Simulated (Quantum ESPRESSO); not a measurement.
**PbS: phonons with PBE+D3(BJ)**

The system is PbS.

```
Pb S
1.0
     2.07995   -5.99130    0.00000
     2.07995    5.99130    0.00000
     0.00000    0.00000    4.27932
Pb S
2 2
Direct
  0.13056 0.86944 0.25000
  0.86944 0.13056 0.75000
  0.35480 0.64520 0.25000
  0.64520 0.35480 0.75000
```

Measurements of this composition are mostly on another form, of space group No. 225.

```json
{
  "Program": "Quantum ESPRESSO 7.5",
  "Task": "phonons",
  "Functional": "PBE",
  "Dispersion": "D3(BJ)",
  "Potentials or basis": "PseudoDojo 0.4.1 SR PBE standard",
  "Cutoff": "762 eV",
  "Density cutoff": "3048 eV",
  "k mesh": "4 × 4 × 4, shifted",
  "Occupations": "fermi-dirac, width 0.05 eV",
  "Spin": "no spin polarisation",
  "Mixing beta": "0.5",
  "Most SCF iterations": "120",
  "SCF threshold": "8e-10 Ry"
}
```

* Relaxed volume: 25.53 Å³/atom
* Relaxed cell: a = 6.165 Å, b = 6.165 Å, c = 4.276 Å, α = 90.00°, β = 90.00°, γ = 141.09°
* Space group after relaxing (to 0.05 Å): Cmcm (No. 63)
* Pressure after relaxing: 0.0 GPa
* Electronic dielectric tensor (diagonal): 14.43, 11.82, 21.23
* Born charges (mean of the diagonal): Pb +4.02; S -4.03 e
* Highest phonon frequency at Γ, LO-TO splitting left out: 204 cm⁻¹
* Static dielectric tensor (diagonal): 100.42, 21.57, 283.45

The path:
| step | energy change (eV) | largest force (eV/Å) | pressure (GPa) | volume (Å³) |
| --- | --- | --- | --- | --- |
| 1 | 0.0000 | 0.1742 | -0.87 | 106.65 |
| 2 | -0.0045 | 0.1561 | -0.72 | 106.18 |
| 3 | -0.0101 | 0.1281 | -0.49 | 105.43 |
| 4 | -0.0159 | 0.0831 | -0.11 | 104.20 |
| 5 | -0.0182 | 0.0489 | 0.15 | 103.29 |
| 6 | -0.0200 | 0.0293 | 0.24 | 102.79 |
| 7 | -0.0220 | 0.0154 | 0.26 | 102.44 |
| 8 | -0.0248 | 0.0153 | 0.22 | 102.09 |
| 9 | -0.0270 | 0.0388 | 0.08 | 101.80 |
| 10 | -0.0273 | 0.0316 | 0.01 | 101.95 |
| 11 | -0.0275 | 0.0188 | -0.03 | 102.12 |
| 12 | -0.0276 | 0.0201 | -0.03 | 102.16 |
| 13 | -0.0277 | 0.0236 | -0.01 | 102.15 |
| 14 | -0.0279 | 0.0217 | 0.03 | 102.08 |
| 15 | -0.0279 | 0.0146 | 0.04 | 102.02 |
| 16 | -0.0280 | 0.0070 | 0.03 | 102.01 |
| 17 | -0.0280 | 0.0035 | 0.01 | 102.02 |
| 18 | -0.0280 | 0.0051 | 0.00 | 102.05 |
| 19 | -0.0280 | 0.0052 | -0.01 | 102.08 |
| 20 | -0.0280 | 0.0040 | -0.02 | 102.10 |
| 21 | -0.0280 | 0.0018 | -0.02 | 102.10 |

Final structure:
```
Pb S
1.0
     2.05361   -5.81335    0.00000
     2.05361    5.81335    0.00000
     0.00000    0.00000    4.27614
Pb S
2 2
Direct
  0.12736 0.87264 0.25000
  0.87264 0.12736 0.75000
  0.36117 0.63883 0.25000
  0.63883 0.36117 0.75000
```

Levels at points of the mesh, in eV from the valence-band top:
```tsv
k point	band 18	band 19	band 20	band 21	band 22	band 23
(0.12, 0.12, 0.12)	-1.28	-0.75	-0.49	2.21	2.46	3.74
```

Phonon frequencies in cm⁻¹ (negative: imaginary):
```
              q point                             frequencies
(0.000, 0.000, 0.000)  -3 -2 2 33 47 52 70 91 147 157 182 204
```

Electronic dielectric tensor:
```
14.43  0.00  0.00
 0.00 11.82  0.00
 0.00  0.00 21.23
```

Born effective charge tensors (e):
atom 1, Pb
```
4.55 0.00 0.00
0.00 3.03 0.00
0.00 0.00 4.47
```
atom 2, Pb
```
4.55 0.00 0.00
0.00 3.03 0.00
0.00 0.00 4.47
```
atom 3, S
```
-4.49  0.00  0.00
 0.00 -3.07  0.00
 0.00  0.00 -4.55
```
atom 4, S
```
-4.49  0.00  0.00
 0.00 -3.07  0.00
 0.00  0.00 -4.55
```

Optical modes at Γ, degenerate ones joined, polar ones without the macroscopic field:
| cm⁻¹ | components | symmetry | active in | IR intensity, summed ((D/Å)²/amu) |
| --- | --- | --- | --- | --- |
| 33 | 1 | B1g | Raman | 0.00 |
| 47 | 1 | B2g | Raman | 0.00 |
| 52 | 1 | B1u | IR | 33.75 |
| 70 | 1 | Ag | Raman | 0.00 |
| 91 | 1 | B2u | IR | 33.95 |
| 147 | 1 | B2g | Raman | 0.00 |
| 157 | 1 | B1g | Raman | 0.00 |
| 182 | 1 | B3u | IR | 15.45 |
| 204 | 1 | Ag | Raman | 0.00 |

Zone-centre frequencies without and with the macroscopic field along z (cm⁻¹):
```
                  optical modes in rising order
       without   33 47 52 70 91 147 157 182 204
with the field  33 47 70 91 147 157 182 189 204
```

Static dielectric tensor, electrons and zone-centre modes:
```
100.42   0.00   0.00
  0.00  21.57   0.00
  0.00   0.00 283.45
```

Wall time 35 min on 1 thread of Arm Neoverse V1 (shared host), peak memory 0.14 GiB.

Caveat: the mesh is thin for the dielectric tensor, Born charges and intensities, which usually come out too large; the shifted mesh misses Γ, where the gap is smaller or closed, so treating the crystal as an insulator may be wrong and the dielectric response too small. The run has no spin-orbit coupling, so splittings on Pb are missing.
